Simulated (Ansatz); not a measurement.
Crystal: ZrS.

```
Zr S
1.0
     0.00000    2.62500    2.62500
     2.62500    0.00000    2.62500
     2.62500    2.62500    0.00000
Zr S
1 1
Direct
  0.00000 0.00000 0.00000
  0.50000 0.50000 0.50000
```

| Property | Result |
| --- | --- |
| Program | Ansatz 0.2.0 |
| Task | relaxation of cell and atoms |
| Functional | BLYP |
| Potentials or basis | Ansatz PAW |
| Cutoff | 420 eV (not typed: the program's choice for these potentials) |
| k mesh | 9 × 9 × 9 |
| Occupations | fermi-dirac, width 0.05 eV |
| Spin | no spin polarisation |

At the start: volume 18.09 Å³/atom.

Q: How do energy, volume and symmetry change on relaxing?

A: It ends after 5 steps and the volume is 18.88 Å³/atom (+4.4 %); space group Fm-3m (No. 225, to 0.05 Å).

Step by step:
```
step  energy change (eV)  largest force (eV/Å)  volume (Å³)
   1              0.0000                0.0000        36.18
   2             -0.0183                0.0000        38.62
   3             -0.0252                0.0000        37.82
   4             -0.0253                0.0000        37.75
   5             -0.0256                0.0000        37.75
```

Final structure:
```
CELL_PARAMETERS angstrom
0.00000 2.66265 2.66265
2.66265 0.00000 2.66265
2.66265 2.66265 0.00000
ATOMIC_POSITIONS crystal
Zr 0.00000 0.00000 0.00000
S 0.50000 0.50000 0.50000
```

Caveat: the plane-wave basis is chosen anew once the cell has moved, so the energies of steps on either side of that aren't comparable; the PAW data sets come from PBE, with cores solved anew for the run's functional, which leaves a small shift of forces and pressure.
